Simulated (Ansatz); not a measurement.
**InP: a line through an energy map**

One line of a two-coordinate grid on InP (F-43m, No. 216; 2 atoms in the cell): volume per atom is varied, at c/a of the conventional cell = 0.941.

The COD entry's cell or inner coordinates are ideal or old and differ from later refinements, so a difference from it is no clean test against experiment.

Program: Ansatz 0.2.0. Level of theory: DFT LDA, scalar-relativistic, plane waves, PAW. These are calculated values, not measurements.

17 further runs of the same task are left out: 17 set aside as unsound or not needed.

### Step 1. Starting point

The structure is cubic, space group F-43m (No. 216). Conventional cell: a = 5.827 Å, b = 5.827 Å, c = 5.827 Å, α = 90.00°, β = 90.00°, γ = 90.00°. In (site symmetry -43m) has 4 P at 2.52 Å as nearest neighbours. Around P (site symmetry -43m) lie 4 In at 2.52 Å.

Coordinates:

```cif
data_structure
_symmetry_space_group_name_H-M 'F-43m'
_symmetry_Int_Tables_number 216
_cell_length_a 5.8270
_cell_length_b 5.8270
_cell_length_c 5.8270
_cell_angle_alpha 90.000
_cell_angle_beta 90.000
_cell_angle_gamma 90.000
_cell_volume 197.85
loop_
_atom_site_label
_atom_site_type_symbol
_atom_site_symmetry_multiplicity
_atom_site_Wyckoff_symbol
_atom_site_fract_x
_atom_site_fract_y
_atom_site_fract_z
_atom_site_occupancy
In1 In 4 a 0.00000 0.00000 0.00000 1
P1 P 4 c 0.25000 0.25000 0.25000 1
```

This cell was relaxed beforehand with the same method: volume 24.73 Å³/atom, gap on the mesh 0.57 eV.

### Step 2. The scan

The energy is mapped over volume and the cell's shape.

First coordinate, volume per atom: 7 values from 22.75 to 26.71 Å³. Second coordinate, c/a of the conventional cell: 7 values from 0.834 to 1.200.

Nothing else is relaxed (symmetry fixes all fractional coordinates). Energies count from the relaxed crystal. Points are written as (first, second).

### Step 3. Grid point (22.75 Å³, 0.941)

File input.yaml:

```yaml
crystal:
  lattice:
    - [0.0, 2.721220341, 2.8915315492]
    - [2.8915315492, 0.0, 2.8915315492]
    - [2.8915315492, 2.721220341, 0.0]
  atoms:
    - { symbol: In, position: [0.0, 0.0, 0.0] }
    - { symbol: P, position: [0.75, 0.75, 0.75] }
basis:
  ecutwfc: 420
kpoints:
  mp_grid: { grid: [12, 12, 12] }
hamiltonian:
  xc: lda
  pseudopotentials: { kind: paw, azcp: { folder: soft_1 } }
scf:
  occupations: { method: gaussian, width: 0.05 }
output:
  forces: true
  stress: true
  eigenvalues: true
```

Run with:

```console
> ansatz run input.yaml --threads 1 --pin off --max-ram 2048MiB --backend cpu --events-out ev --progress --plain --runs-dir out
```

Standard output, cut to the lines that bear on the results:

```text
Warning: <dir> the record states the generating functional pbe (its physics header spells it `PBE`), which answers neither for hamiltonian.xc's functional nor for the lda family's — results may be inconsistent (PPs are generated against a specific XC)
[...]
Warning: RAYON_NUM_THREADS=1 ignored (pool sized by the plan → 1); use --threads N
[...]
Pseudopotentials: kind: paw
Pseudopotential: In, paw, valence charge 13, recommended cutoff 420 eV (normal), <dir>
Pseudopotential: P, paw, valence charge 5, recommended cutoff 420 eV (normal), <dir>
Functional definition: SPW92
[...]
Crystal: 2 atoms, lattice volume = 45.504 Å³
Basis set: ecut = 420 eV, 917 PW (Γ)
Bands: 13, of which v1, the nominal top of the filled ones, is band 9 counted from 1 (8 counted from 0)
Symmetry: 8 space group operations
Space group: I-4m2 (ITA 119), of the structure as read, at distance tolerance 3.6e-5 Å
k-points: 163 of 1728 (time reversal used)
[...]
SCF iter   1: F=—  HF=-6183.812010 eV  |F-HF|=—  |Δ(HF+E_count)|=         —  Δρ=3.68e-2  dr2=8.96e-1  ethr=3.10e-3  ⟨swp⟩=6.3  Hψ=14525  notcnv=0
[...]
SCF iter   7: F=-6183.510245 eV  HF=-6183.510245 eV  |F-HF|=2.09e-9  |Δ(HF+E_count)|=   2.13e-8  Δρ=1.75e-6  dr2=2.38e-9  ethr=5.56e-10  ⟨swp⟩=7.1  Hψ=11263  notcnv=0
[...]
SCF converged after 7 iterations
Free energy (F): -6183.510245 eV
[...]
E sigma→0 (E₀):  -6183.510245 eV
Fermi energy:    8.733332 eV
[...]
--- Forces (eV/Å), atoms counted from 1 ---
  atom   1  In    -0.00000000    -0.00000000     0.00000000
  atom   2  P      0.00000000     0.00000000     0.00000000
[...]
--- Stress (GPa, compression-positive) ---
        6.360067       0.000000       0.000000
        0.000000       8.400984       0.000000
        0.000000       0.000000       6.360067
  P = ⅓ Tr σ = 7.0404 GPa (70.404 kbar)
--- Band table (eV; the first three rows and the last of 163) ---
  k-point 0: bands = ["-6.3131", "-6.3131", "-6.2907", "-6.0992", "-6.0940", "-4.1553", "8.0390", "8.0390", "8.3211", "9.1456", "12.0446", "12.1218", "12.1218"]
[...]
```

Run time: 5.2 s. Hardware: 1 thread of Intel Xeon 6975P-C (Granite Rapids), shared host; peak memory 0.41 GiB.

That is 47 meV/atom from the zero.

### Step 4. The run at (23.41 Å³, 0.941)

Changes to input.yaml since step 3:

```diff
@@ -2,5 +2,5 @@
   lattice:
-    - [0.0, 2.721220341, 2.8915315492]
-    - [2.8915315492, 0.0, 2.8915315492]
-    - [2.8915315492, 2.721220341, 0.0]
+    - [0.0, 2.7472827173, 2.9192250742]
+    - [2.9192250742, 0.0, 2.9192250742]
+    - [2.9192250742, 2.7472827173, 0.0]
   atoms:
```

Run with:

```console
> ansatz run input.yaml --threads 1 --pin off --max-ram 2048MiB --backend cpu --events-out ev --progress --plain --runs-dir out
```

Standard output, cut to the lines that bear on the results:

```text
[...]
SCF converged after 7 iterations
Free energy (F): -6183.556652 eV
[...]
E sigma→0 (E₀):  -6183.556652 eV
Fermi energy:    8.252327 eV
[...]
--- Forces (eV/Å), atoms counted from 1 ---
  atom   1  In     0.00000000     0.00000000    -0.00000000
  atom   2  P     -0.00000000    -0.00000000     0.00000000
[...]
--- Stress (GPa, compression-positive) ---
        3.569426       0.000000      -0.000000
        0.000000       5.742573      -0.000000
       -0.000000      -0.000000       3.569426
  P = ⅓ Tr σ = 4.2938 GPa (42.938 kbar)
--- Band table (eV; the first three rows and the last of 163) ---
  k-point 0: bands = ["-6.6309", "-6.6309", "-6.6089", "-6.4334", "-6.4307", "-4.3364", "7.6382", "7.6382", "7.9148", "8.5898", "11.6486", "11.7320", "11.7320"]
[...]
```

Wall time 5.3 s (1 thread of Intel Xeon 6975P-C (Granite Rapids), shared host); peak memory 0.43 GiB.

That is 24 meV/atom from the zero.

### Step 5. The run at (24.07 Å³, 0.941)

Changes to input.yaml since step 4:

```diff
@@ -2,5 +2,5 @@
   lattice:
-    - [0.0, 2.7472827173, 2.9192250742]
-    - [2.9192250742, 0.0, 2.9192250742]
-    - [2.9192250742, 2.7472827173, 0.0]
+    - [0.0, 2.7728213749, 2.9463621028]
+    - [2.9463621028, 0.0, 2.9463621028]
+    - [2.9463621028, 2.7728213749, 0.0]
   atoms:
```

Run with:

```console
> ansatz run input.yaml --threads 1 --pin off --max-ram 2048MiB --backend cpu --events-out ev --progress --plain --runs-dir out
```

Standard output, cut to the lines that bear on the results:

```text
[...]
SCF converged after 7 iterations
Free energy (F): -6183.582023 eV
[...]
E sigma→0 (E₀):  -6183.582023 eV
Fermi energy:    7.797151 eV
[...]
--- Forces (eV/Å), atoms counted from 1 ---
  atom   1  In    -0.00000000    -0.00000000     0.00000000
  atom   2  P      0.00000000     0.00000000     0.00000000
[...]
--- Stress (GPa, compression-positive) ---
        1.174186      -0.000000       0.000000
       -0.000000       3.450503      -0.000000
        0.000000      -0.000000       1.174186
  P = ⅓ Tr σ = 1.9330 GPa (19.330 kbar)
--- Band table (eV; the first three rows and the last of 163) ---
  k-point 0: bands = ["-6.9348", "-6.9348", "-6.9132", "-6.7523", "-6.7518", "-4.5079", "7.2616", "7.2616", "7.5330", "8.0613", "11.2735", "11.3624", "11.3624"]
[...]
```

Wall time 5.7 s (1 thread of Intel Xeon 6975P-C (Granite Rapids), shared host); peak memory 0.44 GiB.

On the map this point reads 11 meV/atom.

### Step 6. The run at (24.73 Å³, 0.941)

Changes to input.yaml since step 5:

```diff
@@ -2,5 +2,5 @@
   lattice:
-    - [0.0, 2.7728213749, 2.9463621028]
-    - [2.9463621028, 0.0, 2.9463621028]
-    - [2.9463621028, 2.7728213749, 0.0]
+    - [0.0, 2.7979340262, 2.9730464629]
+    - [2.9730464629, 0.0, 2.9730464629]
+    - [2.9730464629, 2.7979340262, 0.0]
   atoms:
```

Run with:

```console
> ansatz run input.yaml --threads 1 --pin off --max-ram 2048MiB --backend cpu --events-out ev --progress --plain --runs-dir out
```

Standard output, cut to the lines that bear on the results:

```text
Warning: <dir> the record states the generating functional pbe (its physics header spells it `PBE`), which answers neither for hamiltonian.xc's functional nor for the lda family's — results may be inconsistent (PPs are generated against a specific XC)
[...]
Warning: RAYON_NUM_THREADS=1 ignored (pool sized by the plan → 1); use --threads N
[...]
Pseudopotentials: kind: paw
Pseudopotential: In, paw, valence charge 13, recommended cutoff 420 eV (normal), <dir>
Pseudopotential: P, paw, valence charge 5, recommended cutoff 420 eV (normal), <dir>
Functional definition: SPW92
[...]
Crystal: 2 atoms, lattice volume = 49.462 Å³
Basis set: ecut = 420 eV, 941 PW (Γ)
Bands: 13, of which v1, the nominal top of the filled ones, is band 9 counted from 1 (8 counted from 0)
Symmetry: 8 space group operations
Space group: I-4m2 (ITA 119), of the structure as read, at distance tolerance 3.7e-5 Å
k-points: 163 of 1728 (time reversal used)
[...]
SCF iter   1: F=—  HF=-6183.847914 eV  |F-HF|=—  |Δ(HF+E_count)|=         —  Δρ=3.29e-2  dr2=7.92e-1  ethr=3.10e-3  ⟨swp⟩=6.2  Hψ=14499  notcnv=0
[...]
SCF iter   7: F=-6183.589357 eV  HF=-6183.589357 eV  |F-HF|=1.42e-9  |Δ(HF+E_count)|=   1.49e-8  Δρ=1.50e-6  dr2=1.77e-9  ethr=5.56e-10  ⟨swp⟩=7.0  Hψ=10760  notcnv=0
[...]
SCF converged after 7 iterations
Free energy (F): -6183.589357 eV
[...]
E sigma→0 (E₀):  -6183.589357 eV
Fermi energy:    7.364626 eV
[...]
--- Forces (eV/Å), atoms counted from 1 ---
  atom   1  In    -0.00000000    -0.00000000    -0.00000000
  atom   2  P      0.00000000     0.00000000    -0.00000000
[...]
--- Stress (GPa, compression-positive) ---
       -0.886868       0.000000       0.000000
       -0.000000       1.468281      -0.000000
        0.000000       0.000000      -0.886868
  P = ⅓ Tr σ = -0.1018 GPa (-1.018 kbar)
--- Band table (eV; the first three rows and the last of 163) ---
  k-point 0: bands = ["-7.2266", "-7.2266", "-7.2053", "-7.0590", "-7.0576", "-4.6712", "6.9061", "6.9061", "7.1724", "7.5569", "10.9165", "11.0103", "11.0103"]
[...]
```

Wall time 4.7 s (1 thread of Intel Xeon 6975P-C (Granite Rapids), shared host); peak memory 0.44 GiB.

On the map this point reads 8 meV/atom.

### Step 7. Grid point (25.39 Å³, 0.941)

Changes to input.yaml since step 6:

```diff
@@ -2,5 +2,5 @@
   lattice:
-    - [0.0, 2.7979340262, 2.9730464629]
-    - [2.9730464629, 0.0, 2.9730464629]
-    - [2.9730464629, 2.7979340262, 0.0]
+    - [0.0, 2.8225701817, 2.9992245051]
+    - [2.9992245051, 0.0, 2.9992245051]
+    - [2.9992245051, 2.8225701817, 0.0]
   atoms:
@@ -21 +21,5 @@
   eigenvalues: true
+  write_density: true
+  write_potential: true
+  elf: true
+  volumetric_format: npy
```

Run with:

```console
> ansatz run input.yaml --threads 1 --pin off --max-ram 2048MiB --backend cpu --events-out ev --progress --plain --runs-dir out
```

Standard output:

```text
Warning: <dir> the record states the generating functional pbe (its physics header spells it `PBE`), which answers neither for hamiltonian.xc's functional nor for the lda family's — results may be inconsistent (PPs are generated against a specific XC)
Warning: <dir> the record states the generating functional pbe (its physics header spells it `PBE`), which answers neither for hamiltonian.xc's functional nor for the lda family's — results may be inconsistent (PPs are generated against a specific XC)
Warning: RAYON_NUM_THREADS=1 ignored (pool sized by the plan → 1); use --threads N
Engine: ansatz 0.2.0, x86_64-unknown-linux-gnu
Pseudopotentials: kind: paw
Pseudopotential: In, paw, valence charge 13, recommended cutoff 420 eV (normal), <dir>
Pseudopotential: P, paw, valence charge 5, recommended cutoff 420 eV (normal), <dir>
Functional definition: SPW92
  exchange = slater_x
  correlation = pw_c
Crystal: 2 atoms, lattice volume = 50.780 Å³
Basis set: ecut = 420 eV, 977 PW (Γ)
Bands: 13, of which v1, the nominal top of the filled ones, is band 9 counted from 1 (8 counted from 0)
Symmetry: 8 space group operations
Space group: I-4m2 (ITA 119), of the structure as read, at distance tolerance 3.7e-5 Å
k-points: 163 of 1728 (time reversal used)
Non-local potential: In, projectors of the file, l = 0: 2, l = 1: 2, l = 2: 2, l = 3: 1
Non-local potential: P, projectors of the file, l = 0: 2, l = 1: 2, l = 2: 1
PAW form: soft (Blöchl's): semilocal exchange-correlation on the pseudo side does not see the compensation charge
PAW frozen core: In, regenerated for the run's functional, and the local potential with it (the file was generated under x = pbe(κ = 0.804, μ = 0.2195149727645171), c = pbe(β = 0.06672455060314922))
PAW frozen core: P, regenerated for the run's functional, and the local potential with it (the file was generated under x = pbe(κ = 0.804, μ = 0.2195149727645171), c = pbe(β = 0.06672455060314922))
PAW one-centre angular grid: In, 590 points (default); XC on 64 Gauss nodes
PAW one-centre angular grid: P, 110 points (default); XC on 64 Gauss nodes
Initial density: superposition of atomic densities (chi_scale 0.1, normalization cell, long waves kept (reshape's long-wave potential 0.00 eV rms))
Initial wavefunctions: pseudopotential atomic-orbital guess
Functional: x = slater, c = lda
SCF iter   1: F=—  HF=-6183.827536 eV  |F-HF|=—  |Δ(HF+E_count)|=         —  Δρ=3.17e-2  dr2=7.61e-1  ethr=3.10e-3  ⟨swp⟩=6.3  Hψ=14544  notcnv=0
preconditioner: auto → none  [insulator: Δε(μ)=0.580 eV  Ē_g=14.331 eV  σ=0.050 eV  W_gap=1.00  n_scr=14 (ndim 8)  ℏωp=22.1 eV  f_vac=0.000  D(μ)=0.00/eV (n_scr^D=0)  ε∞_Penn≈3.4]
SCF iter   2: F=—  HF=-6183.604294 eV  |F-HF|=—  |Δ(HF+E_count)|=   2.23e-1  Δρ=1.50e-2  dr2=9.14e-2  ethr=3.10e-3  ⟨swp⟩=3.6  Hψ=5324  notcnv=0
SCF iter   3: F=—  HF=-6183.583868 eV  |F-HF|=—  |Δ(HF+E_count)|=   2.04e-2  Δρ=5.70e-3  dr2=1.24e-2  ethr=5.08e-4  ⟨swp⟩=2.6  Hψ=3683  notcnv=0
SCF iter   4: F=—  HF=-6183.581179 eV  |F-HF|=—  |Δ(HF+E_count)|=   2.69e-3  Δρ=6.90e-4  dr2=1.17e-4  ethr=6.87e-5  ⟨swp⟩=2.9  Hψ=3975  notcnv=0
SCF iter   5: F=—  HF=-6183.581151 eV  |F-HF|=—  |Δ(HF+E_count)|=   2.85e-5  Δρ=1.36e-4  dr2=5.53e-6  ethr=6.50e-7  ⟨swp⟩=2.0  Hψ=3583  notcnv=0
SCF iter   6: F=—  HF=-6183.581150 eV  |F-HF|=—  |Δ(HF+E_count)|=   1.01e-6  Δρ=1.76e-5  dr2=1.18e-7  ethr=3.07e-8  ⟨swp⟩=2.9  Hψ=3697  notcnv=0
SCF iter   7: F=-6183.581150 eV  HF=-6183.581150 eV  |F-HF|=1.73e-9  |Δ(HF+E_count)|=   6.60e-9  Δρ=1.56e-6  dr2=2.12e-9  ethr=5.56e-10  ⟨swp⟩=11.8  Hψ=16443  notcnv=0
SCF 1 converged in 7 iterations: F = -6183.581150 eV  dr2 = 2.12e-9
SCF converged after 7 iterations
Free energy (F): -6183.581150 eV
Harris-Foulkes:  -6183.581150 eV  (|F-HF|=1.73e-9)
Internal energy: -6183.581150 eV  (E = F + TS)
E sigma→0 (E₀):  -6183.581150 eV
Entropy (-TS):   -0.000000 eV (-0.000 meV/atom)
Fermi energy:    6.954352 eV
--- Per-component energies (eV) ---
  E_band       = -58.004977
  E_kinetic    = 288.126809
  E_local      = -1340.070223  (includes V_loc(G=0)·N_el)
  E_nonlocal   = 363.870924
  E_hartree    = 534.494186
  E_xc         = -213.690261
  E_vxc        = -151.204860  (∫ρ·V_xc dr)
  E_paw        = -4599.127785  (= ΣΔE_a)
  E_vpaw       = -287.716577  (= ΣTr[D̂ρ^β])
  E_aug_tail   = 0.000076  (compensation charges beyond the density's cutoff)
  E_ewald      = -1217.586762
  E_core_change = 0.401886  (= ΣΔE_core)
  E_smearing   = -0.000000  (= −TS)
  E_closure    = 0.000000  (closes the sum)
  Σ components = -6183.581150   (vs F -6183.581150, Δ=0.00e0)
--- Forces (eV/Å), atoms counted from 1 ---
  atom   1  In    -0.00000000     0.00000000     0.00000000
  atom   2  P      0.00000000     0.00000000     0.00000000
  max |Σ_I F_I| component: 9.71e-17 eV/Å
--- Stress (GPa, compression-positive) ---
       -2.653805      -0.000000       0.000000
       -0.000000      -0.240555       0.000000
        0.000000       0.000000      -2.653805
  P = ⅓ Tr σ = -1.8494 GPa (-18.494 kbar)
--- Band table (eV; the first three rows and the last of 163) ---
  k-point 0: bands = ["-7.5060", "-7.5060", "-7.4851", "-7.3525", "-7.3493", "-4.8264", "6.5711", "6.5711", "6.8322", "7.0765", "10.5771", "10.6754", "10.6754"]
  k-point 1: bands = ["-7.5111", "-7.5025", "-7.4852", "-7.3529", "-7.3489", "-4.7470", "5.6571", "6.4737", "6.6701", "7.8202", "10.5824", "10.8005", "10.8227"]
  k-point 2: bands = ["-7.5308", "-7.4934", "-7.4795", "-7.3535", "-7.3471", "-4.5153", "4.3996", "6.2353", "6.4716", "8.2461", "10.8320", "11.0676", "11.2433"]
  k-point 162: bands = ["-7.6835", "-7.4129", "-7.3977", "-7.3977", "-7.3065", "-2.3104", "1.0804", "4.1177", "4.1177", "8.0782", "8.4196", "15.9499", "15.9807"]
```

Wall time 6.7 s (1 thread of Intel Xeon 6975P-C (Granite Rapids), shared host); peak memory 0.43 GiB.

The maps below are laid out on this run's own conventional cell (a, b, c = 4.242, 4.242, 5.645 Å).

Density in a lattice plane of the grid's cell (edges 4.24 and 5.65 Å, at 0.000 of the third edge), which holds In and P.

Values in e/Å³, 12 rows by 10 columns:
```
 5.49  3.15  0.59  0.14  0.07  0.05  0.07  0.14  0.58  3.15
 0.71  0.44  0.18  0.07  0.03  0.02  0.03  0.07  0.18  0.44
 0.12  0.10  0.06  0.03  0.02  0.01  0.02  0.03  0.06  0.10
 0.04  0.04  0.03  0.02  0.02  0.02  0.02  0.02  0.03  0.04
 0.02  0.02  0.02  0.03  0.04  0.05  0.04  0.03  0.02  0.02
 0.01  0.02  0.03  0.07  0.12  0.15  0.12  0.07  0.03  0.02
 0.02  0.03  0.08  0.19  0.38  0.48  0.38  0.19  0.07  0.03
 0.04  0.07  0.16  0.41  0.61  0.53  0.61  0.41  0.16  0.07
 0.12  0.15  0.27  0.60  0.48  0.04  0.48  0.60  0.27  0.15
 0.71  0.49  0.39  0.60  0.73  0.53  0.73  0.60  0.39  0.48
 5.49  3.15  0.68  0.41  0.46  0.48  0.46  0.41  0.68  3.15
10.77  6.18  1.17  0.25  0.16  0.15  0.16  0.25  1.17  6.18
```
Columns run along the first of these edges and rows up along the second, over one cell in 10 and 12 even steps from the bottom left corner. Atoms in the plane (fractional): In at (0.00, 0.00), P at (0.50, 0.25).

ELF in the same plane.

Values, 12 rows by 10 columns:
```
0.06 0.15 0.27 0.22 0.18 0.16 0.18 0.22 0.27 0.15
0.24 0.24 0.23 0.16 0.06 0.03 0.06 0.16 0.23 0.24
0.21 0.20 0.14 0.06 0.02 0.01 0.02 0.06 0.14 0.20
0.09 0.07 0.04 0.02 0.02 0.03 0.02 0.02 0.04 0.07
0.02 0.02 0.02 0.05 0.12 0.16 0.12 0.05 0.02 0.02
0.01 0.02 0.07 0.26 0.48 0.57 0.48 0.26 0.07 0.02
0.02 0.06 0.28 0.58 0.75 0.80 0.75 0.58 0.28 0.06
0.09 0.20 0.53 0.72 0.56 0.31 0.56 0.72 0.53 0.20
0.21 0.31 0.67 0.82 0.22 0.04 0.22 0.82 0.67 0.31
0.24 0.23 0.47 0.87 0.76 0.31 0.75 0.87 0.47 0.23
0.06 0.14 0.24 0.61 0.83 0.80 0.83 0.61 0.24 0.14
0.01 0.03 0.23 0.30 0.52 0.57 0.52 0.30 0.23 0.03
```
Columns run along the first of these edges and rows up along the second, over one cell in 10 and 12 even steps from the bottom left corner. Atoms in the plane (fractional): In at (0.00, 0.00), P at (0.50, 0.25).

Both are smooth fields of the valence electrons: close to the nuclei they are not physical.

Outside the cores ELF peaks at 0.90 on the P–In line, 0.9 Å from P.

On the map this point reads 12 meV/atom.

### Step 8. Grid point (26.05 Å³, 0.941)

Changes to input.yaml since step 7:

```diff
@@ -2,5 +2,5 @@
   lattice:
-    - [0.0, 2.8225701817, 2.9992245051]
-    - [2.9992245051, 0.0, 2.9992245051]
-    - [2.9992245051, 2.8225701817, 0.0]
+    - [0.0, 2.8468183606, 3.0249902886]
+    - [3.0249902886, 0.0, 3.0249902886]
+    - [3.0249902886, 2.8468183606, 0.0]
   atoms:
```

Run with:

```console
> ansatz run input.yaml --threads 1 --pin off --max-ram 2048MiB --backend cpu --events-out ev --progress --plain --runs-dir out
```

Standard output, cut to the lines that bear on the results:

```text
[...]
SCF converged after 7 iterations
Free energy (F): -6183.559565 eV
[...]
E sigma→0 (E₀):  -6183.559560 eV
Entropy (-TS):   -0.000010 eV (-0.005 meV/atom)
Fermi energy:    6.563655 eV
[...]
--- Forces (eV/Å), atoms counted from 1 ---
  atom   1  In    -0.00000000    -0.00000000    -0.00000000
  atom   2  P      0.00000000     0.00000000    -0.00000000
[...]
--- Stress (GPa, compression-positive) ---
       -4.169214       0.000000       0.000000
       -0.000000      -1.716251      -0.000000
        0.000000      -0.000000      -4.169214
  P = ⅓ Tr σ = -3.3516 GPa (-33.516 kbar)
--- Band table (eV; the first three rows and the last of 163) ---
  k-point 0: bands = ["-7.7745", "-7.7745", "-7.7540", "-7.6338", "-7.6291", "-4.9748", "6.2538", "6.2538", "6.5099", "6.6174", "10.2535", "10.3556", "10.3556"]
[...]
```

It took 6.5 s on 1 thread of Intel Xeon 6975P-C (Granite Rapids), shared host; peak memory 0.44 GiB.

Axes a, b and c in the maps are those of this run's conventional cell (a, b, c = 4.278, 4.278, 5.694 Å).

Density in a lattice plane of the grid's cell (edges 4.28 and 5.69 Å, at 0.000 of the third edge), which holds In and P.

Values in e/Å³, 12 rows by 10 columns:
```
 5.43  3.09  0.56  0.14  0.06  0.05  0.06  0.14  0.56  3.09
 0.68  0.42  0.17  0.06  0.03  0.02  0.03  0.06  0.17  0.43
 0.12  0.10  0.06  0.03  0.02  0.01  0.02  0.03  0.06  0.10
 0.04  0.04  0.03  0.02  0.02  0.02  0.02  0.02  0.03  0.04
 0.02  0.02  0.02  0.03  0.04  0.05  0.04  0.03  0.02  0.02
 0.01  0.02  0.03  0.07  0.12  0.15  0.12  0.07  0.03  0.02
 0.02  0.03  0.07  0.18  0.37  0.47  0.37  0.18  0.07  0.03
 0.04  0.06  0.15  0.40  0.61  0.53  0.61  0.40  0.15  0.06
 0.12  0.14  0.26  0.59  0.48  0.04  0.48  0.59  0.26  0.14
 0.68  0.47  0.38  0.58  0.73  0.53  0.72  0.59  0.38  0.46
 5.43  3.08  0.65  0.39  0.44  0.47  0.44  0.39  0.65  3.08
10.77  6.12  1.13  0.24  0.16  0.14  0.16  0.24  1.13  6.13
```
Columns run along the first of these edges and rows up along the second, over one cell in 10 and 12 even steps from the bottom left corner. Atoms in the plane (fractional): In at (0.00, 0.00), P at (0.50, 0.25).

ELF in the same plane.

Values, 12 rows by 10 columns:
```
0.06 0.15 0.26 0.22 0.18 0.16 0.18 0.22 0.27 0.15
0.24 0.24 0.22 0.15 0.06 0.03 0.06 0.15 0.22 0.24
0.21 0.19 0.13 0.06 0.02 0.01 0.02 0.06 0.13 0.19
0.08 0.07 0.04 0.02 0.02 0.03 0.02 0.02 0.04 0.07
0.02 0.02 0.02 0.05 0.12 0.16 0.12 0.05 0.02 0.02
0.01 0.02 0.07 0.25 0.47 0.56 0.48 0.25 0.07 0.02
0.02 0.06 0.27 0.58 0.75 0.80 0.75 0.58 0.27 0.06
0.08 0.19 0.52 0.72 0.57 0.32 0.57 0.72 0.52 0.19
0.21 0.31 0.67 0.83 0.23 0.04 0.23 0.82 0.67 0.31
0.24 0.23 0.47 0.87 0.76 0.32 0.76 0.87 0.47 0.23
0.06 0.15 0.24 0.61 0.83 0.80 0.83 0.61 0.24 0.15
0.01 0.04 0.23 0.30 0.51 0.56 0.51 0.30 0.23 0.03
```
Columns run along the first of these edges and rows up along the second, over one cell in 10 and 12 even steps from the bottom left corner. Atoms in the plane (fractional): In at (0.00, 0.00), P at (0.50, 0.25).

Both are smooth fields of the valence electrons: close to the nuclei they are not physical.

The highest ELF values outside the cores: 0.90 on the P–In line, 0.9 Å from P.

That is 23 meV/atom from the zero.

[end of part 1 of 2]
